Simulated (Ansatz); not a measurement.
```
Si C
1.0
     0.00000    2.10370    2.10370
     2.10370    0.00000    2.10370
     2.10370    2.10370    0.00000
Si C
1 1
Direct
  0.00000 0.00000 0.00000
  0.25000 0.25000 0.25000
```

```json
{
  "orbitals": "PBE",
  "datasets": "hard PAW set made for 700 eV",
  "k mesh": "4×4×4",
  "empty bands": "49",
  "response cutoff": "200 eV",
  "wave cutoff": "700 eV",
  "frequencies": "contour deformation",
  "q → 0 term": "the completed-sum build's own treatment",
  "band sums": "completed"
}
```

Program: Ansatz. The Kohn-Sham gap (from Γ to k = (0, -0.5, -0.5)) is 1.20 eV and the electronic dielectric constant on this mesh 8.6.

(1) Estimate the linearised G0W0 gap between these edges.

Results:

(1) 2.30 eV, a change of +1.10 eV. The valence edge moves by -1.13 eV (Z = 0.79) and the conduction edge by -0.03 eV (Z = 0.82).

This ran on a trial build of the method. The cell is a model at fixed atoms and needn't be the relaxed known crystal. Points k are given in fractions of the reciprocal vectors. The mesh is coarse, so these are values at the stated settings, not converged ones. The response is still cut, so the gap isn't quite at its basis limit. The build that completes the sums treats q → 0 its own way, which shifts gaps on a coarse mesh by up to tenths of an eV. The gap is read on the mesh, and the crystal's band edges can lie off it. Meshes this coarse can overestimate the dielectric constant by a tenth and more.
